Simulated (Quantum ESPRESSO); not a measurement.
The system is GaP.

```
Ga P
1.0
     0.00000    2.72525    2.72525
     2.72525    0.00000    2.72525
     2.72525    2.72525    0.00000
Ga P
1 1
Direct
  0.00000 0.00000 0.00000
  0.75000 0.75000 0.75000
```

| Item | Value |
| --- | --- |
| Program | Quantum ESPRESSO 7.5 |
| Task | phonons |
| Functional | PBE |
| Potentials or basis | GBRV 1.5 PBE |
| Cutoff | 762 eV |
| Density cutoff | 6095 eV |
| k mesh | 6 × 6 × 6, shifted |
| Occupations | fermi-dirac, width 0.05 eV |
| Spin | no spin polarisation |
| Target pressure | 10 GPa |
| Mixing beta | 0.5 |
| Most SCF iterations | 120 |
| SCF threshold | 4e-10 Ry |

The cell and the atoms were relaxed first at 10 GPa, to 18.81 Å³/atom (a = 3.761 Å, b = 3.761 Å, c = 3.761 Å, α = 60.00°, β = 60.00°, γ = 60.00°), and the response was taken there.

The first run showed a gap, so the response started from a second, tighter run with fixed occupations.

Q: Which optical modes does the crystal have at the zone centre, and which show in infrared and Raman spectra?

A: The optical modes are T2. Infrared active: T2. Raman active: T2.

Optical modes at Γ, degenerate ones joined, polar ones without the macroscopic field:
| cm⁻¹ | components | symmetry | active in | IR intensity, summed ((D/Å)²/amu) |
| --- | --- | --- | --- | --- |
| 390 | 3 | T2 | IR and Raman | 13.44 |

Zone-centre frequencies without and with the macroscopic field along z (cm⁻¹):
|  | optical modes in rising order |
| --- | --- |
| without | 390 390 390 |
| with the field | 390 390 422 |

Born effective charge tensors (e):
atom 1, Ga
```
2.04 0.00 0.00
0.00 2.04 0.00
0.00 0.00 2.04
```
atom 2, P
```
-2.04  0.00  0.00
 0.00 -2.04  0.00
 0.00  0.00 -2.04
```

Electronic dielectric tensor:
```
9.99 0.00 0.00
0.00 9.99 0.00
0.00 0.00 9.99
```

Static dielectric tensor, electrons and zone-centre modes:
```
11.65  0.00  0.00
 0.00 11.65  0.00
 0.00  0.00 11.65
```

Caveat: the cell is more than 3 GPa from zero pressure, which shifts response properties.
